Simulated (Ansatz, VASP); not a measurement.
**SiC3: VASP beside Ansatz**

```
Si C
1.0
     3.21232    0.00000    0.00000
     0.00000    3.21232    0.00000
     0.00000    0.00000    3.21232
Si C
1 3
Direct
  0.00000 0.00000 0.00000
  0.50000 0.00000 0.50000
  0.00000 0.50000 0.50000
  0.50000 0.50000 0.00000
```

Alike in both runs: task relaxation of cell and atoms; functional PBE; k mesh 14 × 14 × 14; occupations gaussian, width 0.1 eV; no spin polarisation.

|  | VASP | Ansatz |
| --- | --- | --- |
| version | VASP 6.6.1 | Ansatz 0.2.0 |
| potentials or method | VASP PAW PBE potentials, release 64 (Si, C) | scalar-relativistic, plane waves, PAW |
| plane-wave cutoff (eV) | 600 | 420 |
| valence electrons in the cell | 16 | 16 |

|  | VASP | Ansatz | Ansatz less VASP |
| --- | --- | --- | --- |
| gap on the k mesh at the Fermi level, each at its own relaxed structure (eV) | none | none | - |
| relaxed volume (Å³/atom) | 8.21 | 8.21 | +0.001 |
| relaxed cell length with the largest relative difference (Å) | 3.202 | 3.202 | +0.0001 |

A gap of «none» marks a metal or a gap that the smearing closes.
